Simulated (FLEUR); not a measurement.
# Ge (I4_1/amd) in FLEUR: convergence with muffin-tin radii scaled

Aim: find how far muffin-tin radii scaled must go before the results for Ge settle, at PBEsol. This setting moves, with any that are tied to it; all else stays.

All numbers are computed with FLEUR MaX-R8.1 (later development tree); they aren't measurements. Logs are shortened: lines on timing, memory, paths and dates and some standing lists are left out, and cuts for length are marked.

**1. The crystal as given**

The structure is tetragonal, space group I4_1/amd (No. 141). Conventional cell: a = 5.149 Å, b = 5.149 Å, c = 2.795 Å, α = 90.00°, β = 90.00°, γ = 90.00°. Ge (site symmetry -4m2) is surrounded by 6 Ge at 2.67 to 2.79 Å.

This isn't the form of Ge at room conditions, which is diamond.

**2. With muffin-tin radii scaled 0.75**

Input file inp.xml:

```xml
<?xml version="1.0" encoding="UTF-8" standalone="no"?>
<fleurInput fleurInputVersion="0.39">
   <comment>
      Ge                                                                                                  
   </comment>
   <calculationSetup>
      <cutoffs Kmax="4.24" Gmax="13.2" GmaxXC="13.2" numbands="0"/>
      <scfLoop itmax="60" minDistance="0.00001" maxIterBroyd="15" imix="Anderson" alpha="0.05" precondParam="0.0" spinf="2.0" sdNocoIR="T"/>
      <coreElectrons ctail="T" frcor="F" kcrel="0" coretail_lmax="0"/>
      <xcFunctional name="PBEs" relativisticCorrections="F"/>
      <magnetism jspins="1"/>
      <soc l_soc="F" theta="0.0" phi="0.0" spav="F"/>
      <expertModes spex="0" secvar="F"/>
      <geometryOptimization l_f="T" forcealpha="1.0" forcemix="BFGS" epsdisp="0.0005" epsforce="0.0002"/>
      <ldaU l_linMix="F" mixParam="0.05" spinf="1.0"/>
   </calculationSetup>
   <cell>
      <bzIntegration valenceElectrons="44.0" mode="hist" fermiSmearingEnergy="0.00183747">
         <kPointListSelection listName="default-1"/>
         <!-- k-points included here -->
         <xi:include xmlns:xi="http://www.w3.org/2001/XInclude" href="kpts.xml"> </xi:include>
      </bzIntegration>
      <!-- symmetry operations included here -->
      <xi:include xmlns:xi="http://www.w3.org/2001/XInclude" href="sym.xml"> </xi:include>
      <bulkLattice scale="1.0">
         <bravaisMatrix>
            <row-1>   -4.8650804795084124     4.8650804795084124     2.6407271787013786</row-1>
            <row-2>    4.8650804795084124    -4.8650804795084124     2.6407271787013786</row-2>
            <row-3>    4.8650804795084124     4.8650804795084124    -2.6407271787013786</row-3>
         </bravaisMatrix>
      </bulkLattice>
   </cell>
   <atomSpecies>
      <species name="Germanium (Ge)" element="Ge" atomicNumber="32">
         <mtSphere radius="1.732" gridPoints="771" logIncrement="0.016"/>
         <atomicCutoffs lmax="9" lnonsphr="9"/>
         <electronConfig flipSpins="F">
            <coreConfig>(1s1/2) (2s1/2) (2p1/2) (2p3/2)</coreConfig>
            <valenceConfig>(3s1/2) (3p1/2) (3p3/2) (4s1/2) (3d3/2) (3d5/2) (4p1/2) (4p3/2)</valenceConfig>
            <stateOccupation state="(4p1/2)" spinUp="0.333333" spinDown="0.333333"/>
            <stateOccupation state="(4p3/2)" spinUp="0.666667" spinDown="0.666667"/>
         </electronConfig>
         <energyParameters s="4" p="4" d="3" f="4"/>
         <lo type="SCLO" l="0" n="3" eDeriv="0"/>
         <lo type="SCLO" l="1" n="3" eDeriv="0"/>
         <lo type="SCLO" l="1" n="3" eDeriv="1"/>
         <lo type="HELO" l="2" n="4" eDeriv="0"/>
         <lo type="HELO" l="2" n="4" eDeriv="1"/>
         <lo type="SCLO" l="3" n="4" eDeriv="2"/>
      </species>
   </atomSpecies>
   <atomGroups>
      <atomGroup species="Germanium (Ge)">
         <relPos label="                   1">-3.000/8.000 3.000/8.000 -1.000/4.000</relPos>
         <relPos label="                   2">3.000/8.000 -3.000/8.000 1.000/4.000</relPos>
         <force calculate="T" relaxXYZ="TTT"/>
      </atomGroup>
   </atomGroups>
   <output dos="F" band="F" slice="F">
      <checks vchk="F" cdinf="F"/>
      <bandDOS minEnergy="-.5*Htr" maxEnergy="0.5*Htr" sigma="0.015" storeEVData="T"/>
      <vacuumDOS vacdos="F" integ="F" star="F" nstars="0" locx1="0.0" locy1="0.0" locx2="0.0" locy2="0.0" nstm="0" tworkf="0.0"/>
      <unfoldingBand unfoldBand="F" supercellX="1" supercellY="1" supercellZ="1"/>
      <plotting iplot="0" polar="F">
         <plot TwoD="T" vec1="  1.0  0.0  0.0" vec2="  0.0  1.0  0.0" vec3="  0.0  0.0  1.0" zero="  0.0  0.0  0.0" file="plot"/>
      </plotting>
      <chargeDensitySlicing numkpt="0" minEigenval="0.0" maxEigenval="0.0" nnne="0" pallst="F"/>
      <specialOutput eonly="F"/>
      <moessbauerParams electricFieldGradient="T" isomerShift="T" coreHyperfine="T" valenceHyperfine="T"/>
      <magneticCircularDichroism mcd="F" energyLo="-10.0" energyUp="0.0"/>
   </output>
  <!-- We include the file relax.xml here to enable relaxations (see documentation) -->
  <xi:include xmlns:xi="http://www.w3.org/2001/XInclude" href="relax.xml"> <xi:fallback/> </xi:include>
</fleurInput>
```

Input file crystal.txt:

```
Ge
&input cartesian=F /
-2.5744897190  2.5744897190  1.3974126432
2.5744897190  -2.5744897190  1.3974126432
2.5744897190  2.5744897190  -1.3974126432
1.8897261246
1.0 1.0 1.0

2
32 0.5000000000  0.5000000000  0.0000000000
32 0.2500000000  0.7500000000  0.5000000000

&kpt div1=9 div2=9 div3=9 gamma=T /
```

Potentials or basis: all-electron, FLAPW.

Run with:

```sh
inpgen -f crystal.txt -profile fastHighL
# inp.xml edited to the form shown
fleur_MPI
```

Output:

```text
Welcome to FLEUR        (www.flapw.de)
      MaX-Release 8.1          (www.max-centre.eu)

 ========== k-point set info ==========
 Selected k-point list: default-1
 k-point list type: mesh
 9 x 9 x 9
 Number of k points: 75

 ------------Calculation Setup---------------------------
 Number of MPI-tasks      :            1
 Number of PE/node        :            1
 Number of OMP-threads    :            1
 Most efficient MPI parallelization for:
           1           3           5          15          25          75
 Additional eigenvalue parallelization possible
 Number of basis functions:          424
 Approximate size of matrices (H+S) per k-point:         0.003 GB
 --------------------------------------------------------
 Iteration:     1   Distance:       6.21390930 me/bohr^3
 Iteration:     2   Distance:       5.71618910 me/bohr^3
 Iteration:     3   Distance:       2.29531810 me/bohr^3
 Iteration:     4   Distance:       0.20769382 me/bohr^3
 Iteration:     5   Distance:       0.17505438 me/bohr^3
 Iteration:     6   Distance:       0.01832303 me/bohr^3
 Iteration:     7   Distance:       0.01647782 me/bohr^3
 Iteration:     8   Distance:       0.00300047 me/bohr^3
 Iteration:     9   Distance:       0.00020145 me/bohr^3
 Iteration:    10   Distance:       0.00029300 me/bohr^3
 Iteration:    11   Distance:       0.00005302 me/bohr^3
 Iteration:    12   Distance:       0.00000135 me/bohr^3

 ********************************************************************
 Run finished successfully
 Stop message:
   Structural relaxation: Done
 ********************************************************************
```

out.xml (last iteration):

```text
<iteration numberForCurrentRun="   13" overallNumber="   13">
         <energyParameters units="Htr">
            <atomicEP atomType="1" spin="1" branch="4s" branchLowest="-5.67" branchHighest="2.65" value="-0.2855672442"/>
            <atomicEP atomType="1" spin="1" branch="4p" branchLowest="-3.72" branchHighest="3.54" value="-0.1248438384"/>
            <atomicEP atomType="1" spin="1" branch="3d" branchLowest="-9.99" branchHighest="-0.47" value="-0.5888933318"/>
            <atomicEP atomType="1" spin="1" branch="4f" branchLowest="-9.99" branchHighest="5.33" value="0.2065049279"/>
            <loAtomicEP atomType="1" spin="1" branch="3s" branchLowest="-49.87" branchHighest="-5.67" value="-5.6886745835"/>
            <loAtomicEP atomType="1" spin="1" branch="3p" branchLowest="-43.53" branchHighest="-3.72" value="-3.7545532447"/>
            <loAtomicEP atomType="1" spin="1" branch="3p" branchLowest="-43.53" branchHighest="-3.72" value="-3.7545532447"/>
            <heloAtomicEP atomType="1" spin="1" branch="4d" branchLowest="3.35" branchHighest="3.35" value="3.3548066024"/>
            <heloAtomicEP atomType="1" spin="1" branch="4d" branchLowest="3.35" branchHighest="3.35" value="3.3548066024"/>
            <loAtomicEP atomType="1" spin="1" branch="4f" branchLowest="-9.99" branchHighest="5.33" value="0.2065097659"/>
         </energyParameters>
         <eigenvalues>
            <eigenvaluesAt spin="1" ikpt="1" k_x="0.00000000" k_y="0.00000000" k_z="0.00000000">
                      -5.6885461860       -5.6885226446       -3.7522412589       -3.7522395328       -3.7516403925
                      -3.7516403925       -3.7514977259       -3.7514977259       -0.5942233633       -0.5918205357
                      -0.5905990994       -0.5901263028       -0.5864205243       -0.5864205243       -0.5861765521
                      -0.5861765521       -0.5837482455       -0.5824043987       -0.1758179220        0.1639091968
                       0.2274198596        0.2274198596        0.4323975533        0.5923277347        0.5923277347
                       0.6126303388        0.6203284099        0.7356900649        0.7711573267        0.8154486334
                       0.8510849939        0.8510849939        0.8578060643        0.8637389517
            </eigenvaluesAt>
            <eigenvaluesAt spin="1" ikpt="2" k_x="0.00000000" k_y="0.00000000" k_z="0.11111111">
                      -5.6885494057       -5.6885272382       -3.7522724631       -3.7522713084       -3.7516718047
                      -3.7516353990       -3.7515400162       -3.7515018558       -0.5939858195       -0.5921357394
                      -0.5909928238       -0.5901449084       -0.5869197312       -0.5864427411       -0.5863417234
                      -0.5861404693       -0.5841520702       -0.5826263731       -0.1708051216        0.1234127810
                       0.2329166379        0.2563511781        0.4582350923        0.5444430074        0.5661554878
                       0.6154563729        0.6231964675        0.7681621813        0.7695158994        0.7924853453
                       0.8658604112        0.8749346129        0.8832381518        0.8860297527
[... 4 lines left out ...]
                      -0.5912084633       -0.5896487279       -0.5872409280       -0.5863660176       -0.5860210988
[... 17 lines left out ...]
         <FermiEnergy value="0.3141300411" units="Htr"/>
         <valenceDensity>
            <mtCharges spin="1">
               <mtCharge atomType="1" total="18.7616836" s="2.6322576" p="6.3808701" d="9.7472198" f="0.0012024"/>
            </mtCharges>
            <spinDependentCharge spin="1" total="44.0000000" interstitial="6.4766329" mtSpheres="37.5233671"/>
            <totalCharge value="44.0000000000"/>
         </valenceDensity>
         <coreStates atomType="     1" atomicNumber=" 32" spin="1" kinEnergy="   1816.7688494023" eigValSum="  -1164.7831115774" lostElectrons=" 0.000000">
            <state n="1" l="0" j="0.5" energy="-401.8925905429" weight="1.0000000000"/>
            <state n="2" l="0" j="0.5" energy="-49.8729512049" weight="1.0000000000"/>
            <state n="2" l="1" j="0.5" energy="-44.3219923012" weight="1.0000000000"/>
            <state n="2" l="1" j="1.5" energy="-43.1520108699" weight="2.0000000000"/>
         </coreStates>
         <allElectronCharges>
            <spinDependentCharge spin="1" total="64.0000000" interstitial="6.4766329" mtSpheres="57.5233671"/>
            <totalCharge value="64.0000000001"/>
         </allElectronCharges>
         <moessbauerParams unitsHFF="kG" unitsIS="e/bohr^3" unitsEFG="Htr/bohr^2">
            <coreIsomerShift atomType="1" isTotal="31396.30412">
               <shell n="1" l="0" isomerShift="28504.47648"/>
               <shell n="2" l="0" isomerShift="2866.64176"/>
               <shell n="2" l="1" isomerShift="25.18589"/>
            </coreIsomerShift>
            <isomerShift atomType="1" nucleusRadius="0.0000986" averageDensity="31867.68305"/>
            <electricFieldGradient atomType="1" VXX="-0.15077" VYY="-0.15077" VZZ="0.30154" asymParam="0.00000">
            </electricFieldGradient>
         </moessbauerParams>
         <totalEnergy                                    value="    -4195.0559412055" units="Htr">
            <sumOfEigenvalues                            value="    -2408.1855567608">
               <coreElectrons value="-2329.5662231548"/>
               <valenceElectrons value="-78.6193336060"/>
            </sumOfEigenvalues>
            <densityCoulombPotentialIntegral value="-6485.0745405525"/>
            <densityEffectivePotentialIntegral value="-6690.2196330484"/>
            <chargeDenXCDenIntegral value="-156.3964111554"/>
            <FockExchangeEnergyValence value="0.0000000000"/>
            <FockExchangeEnergyCore value="0.0000000000"/>
            <atomTypeDependentContributions atomType="1">
               <electronNucleiInteractionDifferentMTs value="5022.2540171724"/>
               <MadelungTerm value="-55.9023188890"/>
            </atomTypeDependentContributions>
            <tkbTimesEntropy value="0.0002428817"/>
            <freeEnergy value="-4195.0561840872"/>
            <extrapolationTo0K value="-4195.0560626463"/>
         </totalEnergy>
         <totalForcesOnRepresentativeAtoms units="Htr/bohr">
            <forceTotal atomType="1" x="2.432540" y="-4.865080" z="0.660182" F_x="0.00000000" F_y="0.00000000" F_z="0.00000000"/>
         </totalForcesOnRepresentativeAtoms>
      </iteration>
```

It took 90 s on 1 thread of Arm Neoverse V1, shared host; peak memory 0.07 GiB.

What came out:

| Property | Result |
| --- | --- |
| Free energy | -114153.2941 eV |
| Band gap on the k mesh | none (metal or under the smearing width) |
| Valence electrons inside the program's atomic spheres | Ge 18.76 (radii Ge 1.732 bohr) |

**3. With muffin-tin radii scaled 0.8**

Edit inp.xml of step 2 so:

```diff
@@ -34,3 +34,3 @@
       <species name="Germanium (Ge)" element="Ge" atomicNumber="32">
-         <mtSphere radius="1.732" gridPoints="771" logIncrement="0.016"/>
+         <mtSphere radius="1.848" gridPoints="771" logIncrement="0.016"/>
          <atomicCutoffs lmax="9" lnonsphr="9"/>
```

crystal.txt is that of step 2.

Potentials or basis: all-electron, FLAPW.

Run with:

```sh
inpgen -f crystal.txt -profile fastHighL
# inp.xml edited to the form shown
fleur_MPI
```

Wall time 86 s (1 thread of Arm Neoverse V1, shared host); peak memory 0.07 GiB.

What came out:

| Item | Value |
| --- | --- |
| Free energy | -114154.1886 eV |
| Band gap on the k mesh | none (metal or under the smearing width) |
| Valence electrons inside the program's atomic spheres | Ge 19.08 (radii Ge 1.848 bohr) |

**4. With muffin-tin radii scaled 0.85**

Edit inp.xml of step 3 so:

```diff
@@ -34,3 +34,3 @@
       <species name="Germanium (Ge)" element="Ge" atomicNumber="32">
-         <mtSphere radius="1.848" gridPoints="771" logIncrement="0.016"/>
+         <mtSphere radius="1.964" gridPoints="771" logIncrement="0.016"/>
          <atomicCutoffs lmax="9" lnonsphr="9"/>
```

crystal.txt is that of step 3.

Run with:

```sh
inpgen -f crystal.txt -profile fastHighL
# inp.xml edited to the form shown
fleur_MPI
```

It took 90 s on 1 thread of Arm Neoverse V1, shared host; peak memory 0.07 GiB.

What came out:

```yaml
Free_energy: -114154.5312 eV
Band_gap_on_the_k_mesh: none (metal or under the smearing width)
Valence_electrons_inside_the_program's_atomic_spheres: Ge 19.39 (radii Ge 1.964 bohr)
```

**5. With muffin-tin radii scaled 0.9**

Edit inp.xml of step 4 so:

```diff
@@ -34,3 +34,3 @@
       <species name="Germanium (Ge)" element="Ge" atomicNumber="32">
-         <mtSphere radius="1.964" gridPoints="771" logIncrement="0.016"/>
+         <mtSphere radius="2.079" gridPoints="771" logIncrement="0.016"/>
          <atomicCutoffs lmax="9" lnonsphr="9"/>
```

crystal.txt is that of step 4.

Run with:

```sh
inpgen -f crystal.txt -profile fastHighL
# inp.xml edited to the form shown
fleur_MPI
```

It took 90 s on 1 thread of Arm Neoverse V1, shared host; peak memory 0.07 GiB.

What came out:

```
Free energy                                           : -114154.6588 eV
Band gap on the k mesh                                : none (metal or under the smearing width)
Valence electrons inside the program's atomic spheres : Ge 19.68 (radii Ge 2.079 bohr)
```

**6. With muffin-tin radii scaled 0.95**

Edit inp.xml of step 5 so:

```diff
@@ -34,3 +34,3 @@
       <species name="Germanium (Ge)" element="Ge" atomicNumber="32">
-         <mtSphere radius="2.079" gridPoints="771" logIncrement="0.016"/>
+         <mtSphere radius="2.195" gridPoints="771" logIncrement="0.016"/>
          <atomicCutoffs lmax="9" lnonsphr="9"/>
```

crystal.txt is that of step 5.

Potentials or basis: all-electron, FLAPW.

Run with:

```sh
inpgen -f crystal.txt -profile fastHighL
# inp.xml edited to the form shown
fleur_MPI
```

Wall time 90 s (1 thread of Arm Neoverse V1, shared host); peak memory 0.07 GiB.

Results:

- Free energy: -114154.7060 eV
- Band gap on the k mesh: none (metal or under the smearing width)
- Valence electrons inside the program's atomic spheres: Ge 19.97 (radii Ge 2.195 bohr)

**7. With muffin-tin radii scaled 1**

Edit inp.xml of step 6 so:

```diff
@@ -34,3 +34,3 @@
       <species name="Germanium (Ge)" element="Ge" atomicNumber="32">
-         <mtSphere radius="2.195" gridPoints="771" logIncrement="0.016"/>
+         <mtSphere radius="2.31" gridPoints="771" logIncrement="0.016"/>
          <atomicCutoffs lmax="9" lnonsphr="9"/>
```

crystal.txt is that of step 6.

Run with:

```sh
inpgen -f crystal.txt -profile fastHighL
# inp.xml edited to the form shown
fleur_MPI -warn_only
```

It took 90 s on 1 thread of Arm Neoverse V1, shared host; peak memory 0.07 GiB.

What came out:

| Item | Value |
| --- | --- |
| Free energy | -114154.7224 eV |
| Band gap on the k mesh | none (metal or under the smearing width) |
| Valence electrons inside the program's atomic spheres | Ge 20.26 (radii Ge 2.31 bohr) |

**8. Result**

| muffin-tin radii scaled | energy less the tightest run, at zero smearing (meV/atom) | SCF cycles | CPU time (s) | peak memory (GiB) |
| --- | --- | --- | --- | --- |
| 0.75 | 714.11 | 13 | 90 | 0.07 |
| 0.8 | 266.89 | 13 | 86 | 0.07 |
| 0.85 | 95.58 | 13 | 90 | 0.07 |
| 0.9 | 31.79 | 13 | 90 | 0.07 |
| 0.95 | 8.21 | 13 | 90 | 0.07 |
| 1 | 0.00 | 13 | 90 | 0.07 |

Not settled before the last step: the energy (to 1 meV/atom). The tightest run that finished is the yardstick and may itself not be fully converged.
